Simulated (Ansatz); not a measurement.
# TiCo (Pm-3m) in Ansatz: a series of runs, part 2 of 2

Ansatz 0.2.0. Earlier steps stand in the parts before.

### 3 Single point, B3LYP, collinear spin, ferromagnetic start

input

```
crystal:
  lattice:
    - [2.98611099, 0.0, 0.0]
    - [0.0, 2.98611099, 0.0]
    - [0.0, 0.0, 2.98611099]
  atoms:
    - { symbol: Co, position: [0.5, 0.5, 0.5], spin: 2.0 }
    - { symbol: Ti, position: [0.0, 0.0, 0.0], spin: 1.0 }
hamiltonian:
  xc: b3lyp
  pseudopotentials: { kind: paw }
magnetization:
  spin_polarized: true
kpoints:
  mp_grid: { grid: [5, 5, 5] }
scf:
  occupations: { method: fermi_dirac, width: 0.05 }
output:
  forces: true
  stress: true
  eigenvalues: true
  write_density: true
  write_potential: true
  elf: true
  volumetric_format: npy
```

Potentials or basis: Ansatz PAW.

Output:

```text
Warning: output.stress: scf.convergence.dr2_threshold = 1e-7 eV (the SCF's general default) is looser than the 2e-10 eV advised for a printed stress (1e-10 eV for each atom of the cell: 2). What an SCF threshold leaves in a stress goes as its square root, and in the free energy as the threshold itself, and one threshold admits the most on a small cell: of the crystals measured, under no hybrid functional and no lock of the moments, on runs that ended without the residual-converged pass, on stresses that held no estimate of that error, the worst erred by over 100 MPa in a component at 1e-7 eV an atom and by under 5 at 1e-10. Set scf.convergence.dr2_threshold to 2e-10 eV or tighter. The threshold is an SCF's pass mark: one that does not reach it within its budget of iterations ends unconverged, or closes short of it on a stop that the run arms, and scf.convergence.dr2_threshold's page says what that costs each kind of run
Warning: output.stress: scf.exx.energy_threshold = 1e-6 eV is looser than the 2e-8 eV advised for a stress under a hybrid functional (1e-8 eV for each atom of the cell: 2). Every SCF of the exchange loop can meet its threshold on dr2 while the loop round them stops early: no threshold on dr2 bounds what that leaves in the stress. Set scf.exx.energy_threshold to 2e-8 eV or tighter. The threshold is the loop's pass mark: a loop that does not reach it within its budget of cycles ends unconverged, and scf.exx.energy_threshold's page has the law
GPUs: using 1 of 1 available (devices: 1).
Engine: ansatz 0.2.0, x86_64-unknown-linux-gnu
Pseudopotentials: kind: paw
Pseudopotential: Co, paw, valence charge 17, recommended cutoff 420 eV (normal), Co.paw.azcp
Pseudopotential: Ti, paw, valence charge 12, recommended cutoff 420 eV (normal), Ti.paw.azcp
Functional definition: B3LYP
  parameter a0 = 0.2
  parameter ax = 0.72
  parameter ac = 0.81
  exchange = (1 - a0 - ax)*slater_x + ax*b88_x + a0*exact_x
  correlation = (1 - ac)*vwn_rpa_c + ac*lyp_c
device memory: the entry about to start is reckoned to put 0.7 GiB on a device that reports 55.2 GiB free (of which the cap on the GPU budget leaves the run 18.0 GiB)
GPU FFT provider: cuFFT
GPU libraries: cuBLAS 13.8.2, cuFFT 12.4.0, cuSOLVER 12.3.4
Crystal: 2 atoms, lattice volume = 26.627 Å³
Basis set: ecut = 420 eV, 485 PW (Γ), exchange–correlation on 40×40×40 points (8 copies of the dense FFT grid, shifted against one another)
Bands: 20, of which v1, the nominal top of the filled ones, is band 15 counted from 1 (14 counted from 0)
Symmetry: 48 space group operations
Space group: Pm-3m (ITA 221), of the structure as read, at distance tolerance 3.0e-5 Å
Magnetic group: BNS 221.92 (UNI 1594), of the structure as read, at distance tolerance 3.0e-5 Å
k-points: 10 of 125
Non-local potential: Co, projectors of the file, l = 0: 3, l = 1: 2, l = 2: 3, l = 3: 1
Non-local potential: Ti, projectors of the file, l = 0: 3, l = 1: 2, l = 2: 3, l = 3: 1
PAW form: soft (Blöchl's): semilocal exchange-correlation on the pseudo side does not see the compensation charge
PAW frozen core: Co, regenerated for the run's functional, and the local potential with it (the file was generated under x = pbe(κ = 0.804, μ = 0.2195149727645171), c = pbe(β = 0.06672455060314922))
PAW frozen core: Ti, regenerated for the run's functional, and the local potential with it (the file was generated under x = pbe(κ = 0.804, μ = 0.2195149727645171), c = pbe(β = 0.06672455060314922))
PAW one-centre angular grid: Co, 590 points (default); XC on 64 Gauss nodes
PAW one-centre angular grid: Ti, 590 points (default); XC on 64 Gauss nodes
Initial density: superposition of atomic densities (chi_scale 0.1, normalization cell)
Starting moments: Σ|m| = 3 μB on 2 of 2 sites
Initial wavefunctions: pseudopotential atomic-orbital guess
GPU buffer pool allocated for 8000 grid points (all kernels)
GPU transforms: local potential and band sums: pruned to the plane-wave sphere, on 20×20×20
Functional: x = 0.1 slater + 0.9 b88, c = 0.19 vwn_rpa + 0.81 lyp, warm-up for x = 0.08 slater + 0.72 b88 + 0.2 exact, c = 0.19 vwn_rpa + 0.81 lyp
[... 142 lines left out ...]
SCF 7 converged in 11 iterations: F = -7637.235151 eV  dr2 = 4.22e-9
  Residual-converged pass: ⟨swp⟩=2.8  Hψ=689  notcnv=0  max |occ|·‖R‖ = 2.3e-6 eV (tolerance 2.4e-6 eV)  dr2=4.23e-9  dr2_m=1.58e-9  dr2_onsite=3.92e-9  max |Δocc| = 1.4e-12
hybrid outer 6: dexx = +1.857e-4 eV, tail = 1.10e-5 eV, magnetization grown 1.0503 times (not accepted), Δε = 3.22e-2 eV (about 9.27e-3 eV left of the loop's levels)
GPU FFT provider: cuFFT
GPU libraries: cuBLAS 13.8.2, cuFFT 12.4.0, cuSOLVER 12.3.4
GPU buffer pool allocated for 8000 grid points (all kernels)
GPU transforms: local potential and band sums: pruned to the plane-wave sphere, on 20×20×20
Exchange kernel: α = 0.2000, full range, Wigner–Seitz truncation, v(0) = 7640.0249 eV·Å³, q-mesh 5×5×5, nearest image of the exchange supercell L = 14.93 Å, pair-density grid 15×15×15, without the augmentation charges, whose exchange is taken in its separable form by FFT convolution over the k-point mesh (sized by the pseudopotential files, 20×20×20 at the most), smooth part of the exact exchange by density-matrix convolution in up to 1.32 GiB of GPU memory as planned if the GPU has room (build and FFT work areas not counted)
Frozen-core exchange: fock
SCF iter   1: F=—  HF=-7637.235150 eV  |F-HF|=—  |Δ(HF+E_count)|=         —  Δρ=8.04e-6 (↑7.79e-6 ↓8.04e-6)  dr2=3.58e-8  dr2_m=1.33e-9  M=1.000 μB ∫|m|=2.184 μB  β_m=0.30  ethr=6.42e-9  ⟨swp⟩=3.0  Hψ=888  notcnv=0
preconditioner: auto → none  [insulator: Δε(μ)=0.271 eV  Ē_g=6.803 eV  σ=0.050 eV  W_gap=0.86  n_scr=6 (ndim 8)  ℏωp=25.9 eV  f_vac=0.000  D(μ)=0.21/eV (n_scr^D=0)]
SCF iter   2: F=—  HF=-7637.235150 eV  |F-HF|=—  |Δ(HF+E_count)|=   1.21e-8  Δρ=1.32e-5 (↑3.51e-6 ↓1.32e-5)  dr2=7.61e-8  dr2_m=6.64e-9  M=1.000 μB ∫|m|=2.184 μB  β_m=0.30  ethr=1.19e-10  ⟨swp⟩=3.5  Hψ=889  notcnv=0
SCF iter   3: F=-7637.235150 eV  HF=-7637.235150 eV  |F-HF|=9.45e-10  |Δ(HF+E_count)|=   4.30e-9  Δρ=5.39e-6 (↑3.19e-6 ↓5.39e-6)  dr2=3.92e-9  dr2_m=3.99e-9  M=1.000 μB ∫|m|=2.184 μB  ethr=1.19e-10  ⟨swp⟩=2.1  Hψ=697  notcnv=0
SCF 8 converged in 3 iterations: F = -7637.235150 eV  dr2 = 3.92e-9
  Residual-converged pass: ⟨swp⟩=3.0  Hψ=812  notcnv=0  max |occ|·‖R‖ = 2.2e-6 eV (tolerance 2.4e-6 eV)  dr2=3.44e-9  dr2_m=4.05e-9  dr2_onsite=3.06e-9  max |Δocc| = 4.9e-12
hybrid outer 7: dexx = +1.089e-8 eV, tail = 2.25e-8 eV, Δε = 3.90e-4 eV (about 1.90e-4 eV left of the loop's levels), ΔF = 8.75e-28 eV/Å (tail 3.31e-28)
this state was not tested for a lower state beside it, because the functional holds exact exchange (a hybrid, or Hartree-Fock), whose exchange loop this test does not read (fock_operator); the stability check (scf.self_checks: high) cannot read this state: a pseudopotential is PAW: the check reads norm-conserving sets alone
hybrid SCF converged: 7 outer / 51 inner (+23 warm-up), last move |dexx| = 1.09e-8 eV, tail = 2.25e-8 eV
Magnetization: 1.0000 μB (15.0000 up, 14.0000 down)
Absolute magnetization: 2.1843 μB (∫|ρ↑−ρ↓|, with the PAW one-centre terms)
Spin contamination: 0.4054 ħ² per cell (⟨S²⟩ above its minimum at these occupations)
Per-site moments (μB) at R_I (Å): [(1.5811896917185766, 1.0667447900422087), (-0.31241612631795945, 1.0667447900422087)]
Free energy (F): -7637.235150 eV
Frozen-core exchange: fock
Harris-Foulkes:  -7637.235150 eV  (|F-HF|=9.45e-10)
Internal energy: -7637.233175 eV  (E = F + TS)
E sigma→0 (E₀):  -7637.234162 eV
Entropy (-TS):   -0.001976 eV (-0.988 meV/atom)
Fermi energy:    16.910935 eV
--- Per-component energies (eV) ---
  E_band       = -472.932200
  E_kinetic    = 730.099962
  E_local      = -3886.850125  (includes V_loc(G=0)·N_el)
  E_nonlocal   = 461.728248
  E_hartree    = 1644.102461
  E_xc         = -210.196590
  E_vxc        = -266.726974  (∫ρ·V_xc dr)
  E_exx        = -108.701048  (= α·E_x^exact, valence–valence)
  E_paw        = -2516.135340  (= ΣΔE_a)
  E_vpaw       = -581.984817  (= ΣTr[D̂ρ^β])
  E_aug_tail   = 0.000150  (compensation charges beyond the density's cutoff)
  E_ewald      = -3751.049440
  E_core_change = -0.231447  (= ΣΔE_core)
  E_smearing   = -0.001976  (= −TS)
  E_closure    = -0.000006  (closes the sum)
  Σ components = -7637.235150   (vs F -7637.235150, Δ=-9.09e-13)
--- Forces (eV/Å), atoms counted from 1 ---
  atom   1  Co     0.00000000    -0.00000000     0.00000000
  atom   2  Ti     0.00000000     0.00000000     0.00000000
  max |Σ_I F_I| component: 1.41e-27 eV/Å
--- Stress (GPa, compression-positive) ---
        7.030472      -0.000000       0.000000
       -0.000000       7.030472       0.000000
        0.000000       0.000000       7.030472
  P = ⅓ Tr σ = 7.0305 GPa (70.305 kbar)
--- Band table (eV; the first three rows and the last of 20) ---
  k-point 0 ↑: bands = ["-84.3530", "-46.4737", "-46.4737", "-46.4737", "-44.3749", "-19.2276", "-19.2276", "-19.2276", "8.0683", "10.7914", "10.7914", "13.1653", "13.1653", "13.1653", "17.9265", "17.9265", "20.3882", "20.3882", "20.3882", "26.8038"]
  k-point 1 ↑: bands = ["-84.3525", "-46.4854", "-46.4730", "-46.4730", "-44.3591", "-19.3400", "-19.2206", "-19.2206", "8.9179", "11.0253", "11.1183", "13.1040", "13.1040", "13.2680", "17.6294", "17.8012", "19.4822", "19.4822", "20.2476", "24.0706"]
  k-point 2 ↑: bands = ["-84.3515", "-46.5039", "-46.4717", "-46.4717", "-44.3337", "-19.5194", "-19.2089", "-19.2089", "10.7703", "11.4578", "11.9952", "13.0154", "13.0154", "13.4436", "15.6726", "16.7491", "18.3854", "18.3854", "20.0102", "22.0482"]
  k-point 9 ↓: bands = ["-82.0029", "-44.6087", "-44.0275", "-44.0275", "-44.0263", "-19.7915", "-19.7899", "-19.7899", "12.9889", "13.2980", "13.2980", "13.6573", "14.1578", "14.1578", "19.3702", "19.3702", "20.2245", "20.2245", "23.1910", "25.7364"]
```

v_z.tsv:

```text
# z_ang	v_es[eV]	v_tot_up[eV]	v_tot_dn[eV]
# format = ansatz-planar-average/11
# xc	b3lyp
# density_cutoff_ev	1680
# datasets	Co=:simpson_from_first_knot:soft:fock:shift=-721550	Ti=:simpson_from_first_knot:soft:fock:shift=-501634
# lattice	2.986110990	0.000000000	0.000000000
# lattice	0.000000000	2.986110990	0.000000000
# lattice	0.000000000	0.000000000	2.986110990
# sites	2
# site	27	1.493055495	1.493055495	1.493055495
# site	22	0.000000000	0.000000000	0.000000000
0.000000	5.785374e0	-3.909836e0	-4.340952e0
0.149306	6.070052e0	-3.626630e0	-4.006946e0
0.298611	6.872279e0	-2.748941e0	-3.018258e0
0.447917	8.068083e0	-1.357905e0	-1.502667e0
0.597222	9.268727e0	5.417889e-2	-2.209009e-2
0.746528	9.813723e0	6.782405e-1	6.048364e-1
[... 12 lines left out ...]
2.687500	6.872279e0	-2.748941e0	-3.018258e0
2.836805	6.070052e0	-3.626630e0	-4.006946e0
```

It took 21 s on 1 × NVIDIA H100 80GB HBM3 with 2 threads of AMD EPYC 7R13 (Zen 3), shared host; peak memory 1.7 GiB.

Results:

```yaml
Free_energy: -7637.2352 eV
Pressure: 7.0 GPa
Band_gap_on_the_k_mesh: none (metal or under the smearing width)
Net_moment: 1.00 μB per cell
Absolute_moment: 2.18 μB per cell
Site_moments: Co +1.58; Ti -0.31 μB
```

Levels at points of the mesh, in eV from the Fermi level:
Spin up:
```csv
k point,band 10,band 11,band 12,band 13,band 14,band 15,band 16,band 17,band 18,band 19
"(0.00, 0.00, 0.00)",-6.12,-6.12,-3.75,-3.75,-3.75,1.02,1.02,3.48,3.48,3.48
```
Spin down:
```csv
k point,band 11,band 12,band 13,band 14,band 15,band 16,band 17,band 18
"(0.00, 0.00, 0.00)",-3.96,-2.46,-2.46,-2.46,2.69,2.69,3.35,3.35
```

Caveat: the k mesh is coarse (spacing up to 0.42 Å⁻¹), so the values aren't converged, least of all with exact exchange; the magnetic or orbital state may not be the lowest; the PAW data sets come from PBE, with cores solved anew for the run's functional, which leaves a small shift of forces and pressure; the starting moments weren't kept; the thresholds are loose for stress.

### 4 Relaxation of cell and atoms, B3LYP, collinear spin, ferromagnetic start

Changes to input since step 3:

```diff
@@ -21,5 +21,5 @@
   eigenvalues: true
-  write_density: true
-  write_potential: true
-  elf: true
-  volumetric_format: npy
+relax:
+  f_tol: 0.01
+  max_steps: 40
+  cell: { stress_tol: 0.05 }
```

Wall time 79 s (1 × NVIDIA H100 80GB HBM3 with 2 threads of AMD EPYC 7R13 (Zen 3), shared host); peak memory 1.9 GiB.

Results (log left out):

```
Free energy                            : -7637.2739 eV
Relaxed volume                         : 13.98 Å³/atom
Relaxed cell                           : a = 3.035 Å, b = 3.035 Å, c = 3.035 Å, α = 90.00°, β = 90.00°, γ = 90.00°
Space group after relaxing (to 0.05 Å) : Pm-3m (No. 221)
Energy gained by relaxing              : 19.4 meV/atom
Ionic steps                            : 5
Pressure after relaxing                : 0.0 GPa
Band gap on the k mesh                 : none (metal or under the smearing width)
Net moment                             : 1.00 μB per cell
Absolute moment                        : 2.40 μB per cell
Site moments                           : Co +1.69; Ti -0.41 μB
```

The path:
| step | energy change (eV) | largest force (eV/Å) | volume (Å³) |
| --- | --- | --- | --- |
| 1 | 0.0000 | 0.0000 | 26.63 |
| 2 | -0.0368 | 0.0000 | 27.72 |
| 3 | -0.0376 | 0.0000 | 27.98 |
| 4 | -0.0376 | 0.0000 | 27.96 |
| 5 | -0.0388 | 0.0000 | 27.96 |

Final structure:
```yaml
crystal:
  lattice:
    - [3.03513, 0.00000, 0.00000]
    - [0.00000, 3.03513, 0.00000]
    - [0.00000, 0.00000, 3.03513]
  atoms:
    - { symbol: Co, position: [0.50000, 0.50000, 0.50000] }
    - { symbol: Ti, position: [0.00000, 0.00000, 0.00000] }
```

Levels at points of the mesh, in eV from the Fermi level:
Spin up:
| k point | band 12 | band 13 | band 14 | band 15 | band 16 | band 17 | band 18 | band 19 |
| --- | --- | --- | --- | --- | --- | --- | --- | --- |
| (0.00, 0.00, 0.00) | -3.62 | -3.62 | -3.62 | 1.21 | 1.21 | 3.46 | 3.46 | 3.46 |
Spin down:
| k point | band 12 | band 13 | band 14 | band 15 | band 16 | band 17 |
| --- | --- | --- | --- | --- | --- | --- |
| (0.00, 0.00, 0.00) | -2.22 | -2.22 | -2.22 | 2.81 | 2.81 | 3.27 |

Caveat: the k mesh is coarse (spacing up to 0.42 Å⁻¹), so the values aren't converged, least of all with exact exchange; the magnetic or orbital state may not be the lowest; the plane-wave basis is chosen anew once the cell has moved, so the energies of steps on either side of that aren't comparable; the PAW data sets come from PBE, with cores solved anew for the run's functional, which leaves a small shift of forces and pressure; the starting moments weren't kept.

### 5 Summary

```tsv
task	level	cell	gap on the mesh (eV)	pressure (GPa)	moment (μB)	relaxed volume (Å³/atom)
relaxation of cell and atoms	PBEsol0	relaxed	none	0.0	1.00	13.30
single point	B3LYP	as given	none	7.0	1.00	-
relaxation of cell and atoms	B3LYP	relaxed	none	0.0	1.00	13.98
```

Alike in all rows: potentials or basis Ansatz PAW; spin collinear, ferromagnetic start; k mesh 5 × 5 × 5; cutoff (eV) 420; smearing fermi-dirac 0.05 eV; the mesh is coarse, so values aren't converged.

Caveats: all runs use coarse meshes; the magnetic or orbital state may not be the lowest; the PAW data sets come from PBE, with cores solved anew for the run's functional, which leaves a small shift of forces and pressure; the starting moments weren't kept; the plane-wave basis is chosen anew once the cell has moved, so the energies of steps on either side of that aren't comparable (some runs); the thresholds are loose for stress (some runs).

Total energies depend on the potentials used, so only differences within one code and one set of settings carry meaning.
